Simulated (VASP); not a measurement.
# MoS2 in VASP: a series of runs

One slab, MoS2, is run at these levels: PBE, LDA; tasks: phonons.

Program: VASP 6.6.1. These are calculated values, not measurements. Logs are shortened: lines on timing, memory, paths and dates and some standing lists are left out, and cuts for length are marked.

## Step 1: The structure

The cell holds a slab with vacuum, 3 atoms: a = 3.192 Å, b = 3.168 Å, c = 20.000 Å, α = 90.00°, β = 90.00°, γ = 120.25°.

## Step 2: Phonons, PBE

File POSCAR:

```
MoS2
1.0
    3.1916000000      0.0000000000      0.0000000000
   -1.5958000000      2.7366402760      0.0000000000
    0.0000000000      0.0000000000     20.0000000000
  Mo              S
     1     2
Direct
     0.3329567366656592    0.6659134734313272    0.5000000000000000
     0.6668549650171719    0.3337099299343349    0.5782505479747534
     0.6668549650171719    0.3337099299343349    0.4217494520252466
```

File INCAR.step1:

```
SYSTEM = MoS2
PREC = Accurate ; ENCUT = 600
EDIFF = 1E-8 ; ISMEAR = -1
SIGMA = 0.05 ; LREAL = .FALSE.
LASPH = .TRUE. ; NELM = 80
ALGO = Normal ; ISIF = 2
LWAVE = .FALSE. ; LCHARG = .FALSE.
GGA = PE ; IBRION = 2
NSW = 40 ; EDIFFG = -0.002
KPAR = 4
```

File INCAR.step2:

```
SYSTEM = MoS2
PREC = Accurate ; ENCUT = 600
EDIFF = 1E-8 ; ISMEAR = -1
SIGMA = 0.05 ; LREAL = .FALSE.
LASPH = .TRUE. ; NELM = 80
ALGO = Normal ; ISIF = 2
LWAVE = .FALSE. ; LCHARG = .FALSE.
GGA = PE ; IBRION = 6
NFREE = 2 ; POTIM = 0.015
NSW = 1 ; KPAR = 4
```

File KPOINTS:

```
regular mesh
0
G
  12 12 1
  0 0 0
```

Potentials or basis: VASP PAW PBE potentials, release 64 (Mo_sv, S).

Run with:

```
cat potpaw_PBE.64/Mo_sv/POTCAR potpaw_PBE.64/S/POTCAR > POTCAR
cp INCAR.step1 INCAR
mpirun -np 4 vasp_std > vasp.out
cp CONTCAR POSCAR
cp INCAR.step2 INCAR
mpirun -np 4 vasp_std > vasp.out
```

OUTCAR:

```text
SYSTEM = MoS2
   PREC = Accurate
   ENCUT = 600
   EDIFF = 1E-8
   ISMEAR = -1
   LREAL = .FALSE.
   LASPH = .TRUE.
   NELM = 80
   ISIF = 2
   GGA = PE
   IBRION = 6
   NFREE = 2
   POTIM = 0.015
   NSW = 1

 ion  position               nearest neighbor table
   1  0.333  0.666  0.500-   2 2.41   3 2.41   2 2.41   3 2.41   2 2.41   3 2.41
   2  0.667  0.334  0.578-   1 2.41   1 2.41   1 2.41
   3  0.667  0.334  0.422-   1 2.41   1 2.41   1 2.41

  Warning from LATTYP: Monoclinic adjustment (A1->A3, A2->A1, A3->A2)!
  LATTYP: Found a base centered orthorhombic cell.
 ALAT       =     3.1916000000
 B/A-ratio  =     1.7149017897
 C/A-ratio  =     6.2664494298

  Lattice vectors:

 A1 = (   1.5958000000,  -2.7366402760,   0.0000000000)
 A2 = (   1.5958000000,   2.7366402760,   0.0000000000)
 A3 = (   0.0000000000,   0.0000000000,  20.0000000000)

Analysis of symmetry for initial positions (statically):
=====================================================================
 Subroutine PRICEL returns:
 Original cell was already a primitive cell.

 Routine SETGRP: Setting up the symmetry group for a
 base centered orthorhombic supercell.

 Subroutine GETGRP returns: Found  4 space group operations
 (whereof  4 operations were pure point group operations)
 out of a pool of  8 trial point group operations.

The static configuration has the point symmetry C_2v.

Analysis of symmetry for dynamics (positions and initial velocities):
=====================================================================
 Subroutine PRICEL returns:
 Original cell was already a primitive cell.

 Routine SETGRP: Setting up the symmetry group for a
 base centered orthorhombic supercell.

 Subroutine GETGRP returns: Found  4 space group operations
 (whereof  4 operations were pure point group operations)
 out of a pool of  8 trial point group operations.

The dynamic configuration has the point symmetry C_2v.

 Subroutine INISYM returns: Found  4 space group operations
 (whereof  4 operations are pure point group operations),
 and found     1 'primitive' translations

[... 257 lines left out ...]
--------------------------------------- Ionic step       11  -------------------------------------------

 number of electron      26.0000001 magnetization

------------------------ aborting loop because EDIFF is reached ----------------------------------------
[... 69 lines left out ...]
--------------------------------------- Ionic step       13  -------------------------------------------

 number of electron      26.0000001 magnetization

 Free energy of the ion-electron system (eV)
  ---------------------------------------------------
  ext. energy  EPLUGINS =         0.00000000
  ---------------------------------------------------
  free energy    TOTEN  =       -21.84956999 eV

  energy without entropy =      -21.84956998  energy(sigma->0) =      -21.84956999

 E-fermi :  -1.1472     XC(G=0):  -3.8222

 val. band max:       -2.0104761002   @ k =   0.0000   0.0000   0.0000
 cond. band min:      -0.3271142915   @ k =   0.3333   0.3333   0.0000
 fundamental gap:      1.6833618088
 Fermi energy:        -1.1472045094

 k-point     1 :       0.0000    0.0000    0.0000
  band No.  band energies     occupation
      1     -62.8629      2.00000
      2     -37.0096      2.00000
      3     -36.8064      2.00000
      4     -36.7905      2.00000
      5     -16.1200      2.00000
      6     -14.7988      2.00000
[... 457 lines left out ...]
      4     -36.9288      2.00000
      5     -14.1190      2.00000
      6     -13.9872      2.00000
[... 9 lines left out ...]
     16       1.5309      0.00000
     17       2.4465      0.00000

 [... further k-points ...]

------------------------ aborting loop because EDIFF is reached ----------------------------------------

  FORCE on cell =-STRESS in cart. coord.  units (eV):
  Direction    XX          YY          ZZ          XY          YZ          ZX
  --------------------------------------------------------------------------------------
  -------------------------------------------------------------------------------------
  Total        0.1124993      0.6550089      0.4149921      0.0000000      0.0038754      0.0000000
  in kB        1.0318211      6.0076089      3.8062230      0.0000000      0.0355447      0.0000000
  external PRESSURE =       3.6152177 kB  Pullay stress =       0.0000000 kB
[... 18 lines left out ...]
  FREE ENERGIE OF THE ION-ELECTRON SYSTEM (eV)
  ---------------------------------------------------
  free  energy   TOTEN  =       -21.8495699874 eV

  energy  without entropy=      -21.8495699833  energy(sigma->0) =      -21.84956999

 INTERNAL STRAIN TENSORS FROM DISPLACED ATOMS
 ============================================

 INTERNAL STRAIN TENSOR FOR ION    1 for displacements in x,y,z  (eV/Angst):
          X           Y           Z          XY          YZ          ZX
  --------------------------------------------------------------------------------
  x     0.00000     0.00000     0.00000    -5.80584     0.00000     0.00000
  y    -6.11105     6.57665     0.40590     0.00000     0.00000     0.00000
  z     0.00000     0.00000     0.00000     0.00000     0.50579     0.00000

 INTERNAL STRAIN TENSOR FOR ION    3 for displacements in x,y,z  (eV/Angst):
          X           Y           Z          XY          YZ          ZX
  --------------------------------------------------------------------------------
  x     0.00000     0.00000     0.00000     2.90134     0.00000    14.08960
  y     3.04659    -3.28471    -0.20836     0.00000    14.23190     0.00000
  z     9.90760     9.73765    29.05066     0.00000    -0.25336     0.00000

 Eigenvectors and eigenvalues of the dynamical matrix
 ----------------------------------------------------

   1 f  =   13.778214 THz    86.571074 2PiTHz  459.591758 cm-1    56.982090 meV
             X         Y         Z           dx          dy          dz
     -0.000000  1.822366 10.000000    -0.000000    0.000000   -0.632965
      1.595800  0.913244 11.565011     0.000000    0.009367    0.547348
      1.595800  0.913244  8.434989     0.000000   -0.009367    0.547348
[... 43 lines left out ...]
   9 f/i=    0.000989 THz     0.006216 2PiTHz    0.032997 cm-1     0.004091 meV
             X         Y         Z           dx          dy          dz
     -0.000000  1.822366 10.000000     0.000000    0.000000   -0.774135
      1.595800  0.913244 11.565011     0.000000   -0.000005   -0.447613
      1.595800  0.913244  8.434989     0.000000    0.000005   -0.447613

 ELASTIC MODULI CONTR FROM IONIC RELAXATION (kBar)
 Direction    XX          YY          ZZ          XY          YZ          ZX
 --------------------------------------------------------------------------------
 XX        -114.8673    -76.8059   -284.2550      0.0000      0.0000      0.0000
 YY         -76.8059   -112.7076   -279.4042      0.0000      0.0000     -0.0000
 ZZ        -284.2550   -279.4042   -833.5175      0.0000      0.0000     -0.0000
 XY           0.0000      0.0000      0.0000    -15.6925      0.0000     -0.0000
 YZ           0.0000      0.0000      0.0000      0.0000   -408.5865      0.0000
 ZX           0.0000     -0.0000     -0.0000     -0.0000      0.0000   -404.4275
 --------------------------------------------------------------------------------
```

OUTCAR.step1:

```text
SYSTEM = MoS2
   PREC = Accurate
   ENCUT = 600
   EDIFF = 1E-8
   ISMEAR = -1
   LREAL = .FALSE.
   LASPH = .TRUE.
   NELM = 80
[... 712 lines left out ...]
      1.59580      0.91324     11.56501         0.000000      0.000094     -0.001116
      1.59580      0.91324      8.43499         0.000000      0.000094      0.001116
 -----------------------------------------------------------------------------------
    total drift:                                0.000000     -0.000194      0.000000

  FREE ENERGIE OF THE ION-ELECTRON SYSTEM (eV)
  ---------------------------------------------------
  free  energy   TOTEN  =       -21.8514515082 eV

  energy  without entropy=      -21.8514515052  energy(sigma->0) =      -21.85145151

 reached required accuracy - stopping structural energy minimisation
```

OSZICAR.step1:

```text
N       E                     dE             d eps       ncg     rms          rms(c)
DAV:   1     0.183320999434E+03    0.18332E+03   -0.14400E+04  1966   0.137E+03
DAV:   2    -0.106672471943E+02   -0.19399E+03   -0.19198E+03  2014   0.274E+02
DAV:   3    -0.231699523470E+02   -0.12503E+02   -0.12453E+02  1896   0.677E+01
[... 17 lines left out ...]
DAV:  21    -0.218514499440E+02   -0.37247E-05   -0.13596E-07  1634   0.893E-04    0.629E-04
DAV:  22    -0.218514512099E+02   -0.12659E-05   -0.45720E-08  1461   0.720E-04    0.225E-04
DAV:  23    -0.218514514146E+02   -0.20475E-06   -0.29873E-09  1255   0.212E-04    0.111E-04
DAV:  24    -0.218514514866E+02   -0.71966E-07   -0.12107E-09  1165   0.124E-04    0.529E-05
DAV:  25    -0.218514515059E+02   -0.19323E-07   -0.32981E-10  1018   0.613E-05    0.284E-05
DAV:  26    -0.218514515082E+02   -0.23060E-08    0.10947E-10   731   0.234E-05
   1 F= -.21851452E+02 E0= -.21851452E+02  d E =-.218515E+02
```

Wall time 7.4 min (4 MPI ranks of AMD EPYC 9R45 (Zen 5), shared host); peak memory 0.68 GiB.

What came out:

| Property | Result |
| --- | --- |
| Highest phonon frequency at Γ, LO-TO splitting left out | 460 cm⁻¹ |

Phonon frequencies in cm⁻¹ (negative: imaginary):
```
              q point                    frequencies
(0.000, 0.000, 0.000)  0 0 0 276 278 373 376 397 460
```

## Step 3: Phonons, LDA

File POSCAR:

```
MoS2
1.0
    3.1916000000      0.0000000000      0.0000000000
   -1.5958000000      2.7366402760      0.0000000000
    0.0000000000      0.0000000000     20.0000000000
  Mo              S
     1     2
Direct
     0.3330186752127124    0.6660373505254338    0.5000000000000000
     0.6668239957436453    0.3336479913872816    0.5767455677213609
     0.6668239957436453    0.3336479913872816    0.4232544322786391
```

File INCAR.step1:

```
  PREC = Accurate
  ENCUT = 600
  EDIFF = 1E-8
  ISMEAR = -1
  SIGMA = 0.05
  LREAL = False
  LASPH = True
  NELM = 100
  ALGO = Normal
  ISIF = 2
  LWAVE = False
  LCHARG = False
  GGA = CA
  IBRION = 2
  NSW = 40
  EDIFFG = -0.002
  KPAR = 4
```

File INCAR.step2:

```
  PREC = Accurate
  ENCUT = 600
  EDIFF = 1E-8
  ISMEAR = -1
  SIGMA = 0.05
  LREAL = False
  LASPH = True
  NELM = 100
  ALGO = Normal
  ISIF = 2
  LWAVE = False
  LCHARG = False
  GGA = CA
  IBRION = 8
  NSW = 1
  KPAR = 4
```

File KPOINTS:

```
Automatic mesh
0
Gamma
  12 12 1
```

Potentials or basis: VASP PAW LDA potentials, release 64 (Mo_sv, S).

Run with:

```
cat potpaw_LDA.64/Mo_sv/POTCAR potpaw_LDA.64/S/POTCAR > POTCAR
cp INCAR.step1 INCAR
mpirun -np 4 vasp_std > vasp.out
cp CONTCAR POSCAR
cp INCAR.step2 INCAR
mpirun -np 4 vasp_std > vasp.out
```

OUTCAR:

```text
PREC = Accurate
   ENCUT = 600
   EDIFF = 1E-8
   ISMEAR = -1
   LREAL = False
   LASPH = True
   NELM = 100
   ISIF = 2
   GGA = CA
   IBRION = 8
   NSW = 1

 ion  position               nearest neighbor table
   1  0.333  0.666  0.500-   2 2.39   3 2.39   2 2.39   3 2.39   2 2.39   3 2.39
   2  0.667  0.334  0.577-   1 2.39   1 2.39   1 2.39
   3  0.667  0.334  0.423-   1 2.39   1 2.39   1 2.39

  Warning from LATTYP: Monoclinic adjustment (A1->A3, A2->A1, A3->A2)!
  LATTYP: Found a base centered orthorhombic cell.
 ALAT       =     3.1916000000
 B/A-ratio  =     1.7149017897
 C/A-ratio  =     6.2664494298

  Lattice vectors:

 A1 = (   1.5958000000,  -2.7366402760,   0.0000000000)
 A2 = (   1.5958000000,   2.7366402760,   0.0000000000)
 A3 = (   0.0000000000,   0.0000000000,  20.0000000000)

Analysis of symmetry for initial positions (statically):
=====================================================================
 Subroutine PRICEL returns:
 Original cell was already a primitive cell.

 Routine SETGRP: Setting up the symmetry group for a
 base centered orthorhombic supercell.

 Subroutine GETGRP returns: Found  4 space group operations
 (whereof  4 operations were pure point group operations)
 out of a pool of  8 trial point group operations.

The static configuration has the point symmetry C_2v.

Analysis of symmetry for dynamics (positions and initial velocities):
[... 692 lines left out ...]
--------------------------------------- Ionic step        5  -------------------------------------------
[... 13 lines left out ...]
------------------------ aborting loop because EDIFF is reached ----------------------------------------

--------------------------------------- Ionic step        9  -------------------------------------------

 Free energy of the ion-electron system (eV)
  ---------------------------------------------------
  ---------------------------------------------------
  free energy    TOTEN  =        -0.15317025 eV

  energy without entropy =       -0.15317025

------------------------ aborting loop because EDIFF is reached ----------------------------------------

 INTERNAL STRAIN TENSOR  FOR ION    2  DIRECTION 3   (eV/Angst):
 -----------------------------------------------------------------------------
   -10.57469  0.00000  0.00000
     0.00000-10.36669 -0.27512
     0.00000 -0.27508-30.19487

 INTERNAL STRAIN TENSOR FOR ION    3 for displacements in x,y,z  (eV/Angst):
          X           Y           Z          XY          YZ          ZX
  --------------------------------------------------------------------------------
  x     0.00000     0.00000     0.00000     3.34081     0.00000    13.87033
  y     3.25494    -3.50361    -0.21346     0.00000    15.30149     0.00000
  z    10.57469    10.36669    30.19487     0.00000    -0.27508     0.00000

 SECOND DERIVATIVES (NOT SYMMETRIZED)
 ------------------------------------
               1X          1Y          1Z          2X          2Y          2Z          3X          3Y          3Z
  1X   -20.686540    0.000000    0.000000   10.343270    0.000000    0.000000   10.343270    0.000000    0.000000
  1Y     0.000000  -20.959434    0.000000    0.000000   10.479717    0.133917    0.000000   10.479717   -0.133917
  1Z     0.000000    0.000000  -31.176032    0.000000    0.179320   15.588016   -0.000000   -0.179320   15.588016
  2X    10.338197    0.000000    0.000000   -9.926397    0.000000    0.000000   -0.411800    0.000000    0.000000
  2Y     0.000000   10.474811    0.175779    0.000000  -10.038154   -0.159915    0.000000   -0.436657   -0.015864
  2Z     0.000000    0.141433   15.575328    0.000000   -0.159946  -17.624204    0.000000    0.018514    2.048876
  3X    10.338197    0.000000    0.000000   -0.411800    0.000000    0.000000   -9.926397    0.000000    0.000000
  3Y     0.000000   10.474811   -0.175779    0.000000   -0.436657    0.015864    0.000000  -10.038154    0.159915
  3Z     0.000000   -0.141433   15.575328    0.000000   -0.018514    2.048876    0.000000    0.159946  -17.624204

 Eigenvectors and eigenvalues of the dynamical matrix
 ----------------------------------------------------

   1 f  =   14.076748 THz    88.446818 2PiTHz  469.549779 cm-1    58.216727 meV
             X         Y         Z           dx          dy          dz
     -0.000000  1.822271 10.000000    -0.000000   -0.000000   -0.633058
      1.595800  0.913291 11.534311     0.000000    0.009875    0.547285
      1.595800  0.913291  8.465689     0.000000   -0.009875    0.547285
[... 43 lines left out ...]
   9 f/i=    0.002816 THz     0.017693 2PiTHz    0.093928 cm-1     0.011646 meV
             X         Y         Z           dx          dy          dz
     -0.000000  1.822271 10.000000     0.000000   -0.000000   -0.774054
      1.595800  0.913291 11.534311     0.000000   -0.000017   -0.447683
      1.595800  0.913291  8.465689     0.000000    0.000017   -0.447683

--------------------------------------------------------------------------------------------------------

 ELASTIC MODULI CONTR FROM IONIC RELAXATION (kBar)
 Direction    XX          YY          ZZ          XY          YZ          ZX
 --------------------------------------------------------------------------------
 XX        -121.8620    -83.8540   -297.8825     -0.0000     -0.0000      0.0000
 YY         -83.8540   -119.3684   -291.7011      0.0000      0.0000      0.0000
 ZZ        -297.8825   -291.7011   -850.1184      0.0000      0.0000      0.0000
 XY          -0.0000      0.0000      0.0000    -13.8904      0.0000      0.0000
 YZ          -0.0000      0.0000      0.0000      0.0000   -447.3147     -0.0000
 ZX           0.0000      0.0000      0.0000      0.0000     -0.0000   -370.9090
 --------------------------------------------------------------------------------
```

OSZICAR.step1:

```text
N       E                     dE             d eps       ncg     rms          rms(c)
DAV:   1     0.193234902335E+03    0.19323E+03   -0.14297E+04  1918   0.137E+03
DAV:   2    -0.131804525644E+02   -0.20642E+03   -0.20420E+03  1973   0.288E+02
DAV:   3    -0.256370991281E+02   -0.12457E+02   -0.12413E+02  1872   0.695E+01
[... 35 lines left out ...]
DAV:   3    -0.243387070484E+02    0.61468E-08   -0.62089E-08  1873   0.241E-03
   3 F= -.24338707E+02 E0= -.24338707E+02  d E =-.107020E-04
       N       E                     dE             d eps       ncg     rms          rms(c)
DAV:   1    -0.243387070926E+02   -0.38020E-07   -0.13352E-04  1473   0.123E-01    0.667E-03
DAV:   2    -0.243387076539E+02   -0.56134E-06   -0.65312E-06  1628   0.224E-02    0.435E-03
DAV:   3    -0.243387076441E+02    0.97566E-08   -0.89637E-08  1847   0.273E-03
   4 F= -.24338708E+02 E0= -.24338708E+02  d E =-.595746E-06
```

Wall time 7.9 min (4 MPI ranks of Intel Xeon 6975P-C (Granite Rapids), shared host); peak memory 0.81 GiB.

What came out:

| Property | Result |
| --- | --- |
| Highest phonon frequency at Γ, LO-TO splitting left out | 470 cm⁻¹ |

Phonon frequencies in cm⁻¹ (negative: imaginary):
| q point | frequencies |
| --- | --- |
| (0.000, 0.000, 0.000) | 0 0 0 284 285 382 385 409 470 |
